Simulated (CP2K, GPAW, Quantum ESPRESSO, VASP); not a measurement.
**BaZrO3: equilibrium volume by level of theory**

**What was measured.** The equilibrium volume of BaZrO3 (Pm-3m) is reported as 14.73 Å³/atom at 300 K (arxiv:cond-mat/0602127). The runs below try to reproduce it.

```
Ba Zr O
1.0
     4.19134    0.00000    0.00000
     0.00000    4.19134    0.00000
     0.00000    0.00000    4.19134
Ba Zr O
1 1 3
Direct
  0.00000 0.00000 0.00000
  0.50000 0.50000 0.50000
  0.50000 0.50000 0.00000
  0.50000 0.00000 0.50000
  0.00000 0.50000 0.50000
```

```tsv
rung	level	program and potentials	cutoff (eV)	k mesh	smearing	task	equilibrium volume (Å³/atom)	miss	notes
LDA	LDA	CP2K, GTH_POTENTIALS Ba GTH-PADE-q10, Zr GTH-PADE-q12, O GTH-PADE-q6; TZVP-MOLOPT-PBE-GTH basis	-	6 × 6 × 6	fermi-dirac 0.05	equation of state	14.30	-2.9 %	atomic basis
LDA	LDA	Quantum ESPRESSO, GBRV 1.5 LDA	612	6 × 6 × 6	fermi-dirac 0.05	equation of state	14.34	-2.6 %	-
GGA	PBE	GPAW, GPAW PAW data sets (gpaw-data 1.2.1)	800	6 × 6 × 6	fermi-dirac 0.05	equation of state	15.09	+2.4 %	-
GGA	PBE	VASP, PBE PAW files Ba_sv, O, Zr_sv, 600 eV	600	6 × 6 × 6	gaussian 0.02	relaxation of cell and atoms	15.19	+3.1 %	-
GGA	PBEsol	CP2K, POTENTIAL_UZH Ba GTH-PBE-q10, Zr GTH-PBE-q12, O GTH-PBE-q6; TZVP-MOLOPT-PBE-GTH basis	-	6 × 6 × 6	fermi-dirac 0.05	equation of state	14.84	+0.7 %	atomic basis; potentials made for PBE
meta-GGA	SCAN	VASP, PBE PAW files Ba_sv, O, Zr_sv, 600 eV	600	6 × 6 × 6	gaussian 0.05	relaxation of cell and atoms	14.89	+1.1 %	potentials made for PBE
meta-GGA	r2SCAN	VASP, PBE PAW files Ba_sv, O, Zr_sv, 600 eV	600	6 × 6 × 6	gaussian 0.05	relaxation of cell and atoms	14.95	+1.5 %	potentials made for PBE
meta-GGA + dispersion	r2SCAN+rVV10	VASP, PBE PAW files Ba_sv, O, Zr_sv, 600 eV	600	6 × 6 × 6	gaussian 0.05	relaxation of cell and atoms	14.85	+0.8 %	potentials made for PBE
```

All rows: no spin polarisation. Smearing widths are in eV. Meshes are those of the run's cell of 5 atoms unless a note names another. Relaxations start from the cell shown or near it and stop with a little pressure left. Misses use the values as printed. Runs on faulty files, with rough fits or with known faults for this quantity aren't shown. No row holds spin-orbit coupling.

By rung: LDA 14.34; GGA 15.09 to 15.19; meta-GGA 14.89 to 14.95; meta-GGA + dispersion 14.85; LDA in atomic bases 14.30; GGA in atomic bases 14.84 (Å³/atom). Measured: 14.73 Å³/atom at 300 K (arxiv:cond-mat/0602127). Closest, coarse meshes and atomic bases left aside, is r2SCAN+rVV10 (+0.8 %), and PBE misses by +2.4 % to +3.1 % on plain settings. The runs are for a static lattice, while measurements hold temperature and zero-point motion.
